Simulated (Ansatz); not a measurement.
**An inverse problem**

Cell vectors (Å):

```
0.0000 2.8377 2.8377
2.8377 0.0000 2.8377
2.8377 2.8377 0.0000
```

```
atom       a       b       c
   X  0.0000  0.0000  0.0000
  Br  0.5000  0.5000  0.5000
```

Theory: PBEsol, all-electron LAPW in Ansatz 0.2.0, scalar-relativistic. k mesh 8×8×8, fixed occupations.

Harmonic phonons of a crystal by Kohn-Sham DFT at the given cell, standard atomic masses, acoustic sum rule imposed; negative wavenumbers are unstable modes.

```
point  q a (r.l.u.)  q b (r.l.u.)  q c (r.l.u.)  branch  phonon wavenumber (cm⁻¹)
Gamma             0             0             0       4                      86.6
    L           0.5             0             0       1                      36.1
    L           0.5             0             0       3                        66
    L           0.5             0             0       5                      97.3
    L           0.5             0             0       6                     132.1
    X           0.5           0.5             0       1                      29.7
    X           0.5           0.5             0       3                      46.2
    X           0.5           0.5             0       4                     110.5
    X           0.5           0.5             0       6                       134
```

Problem. All X atoms are one element. Which one was computed?

Solution. Ag; the crystal is AgBr (Fm-3m).

Caveats: no LO-TO term at the zone centre.
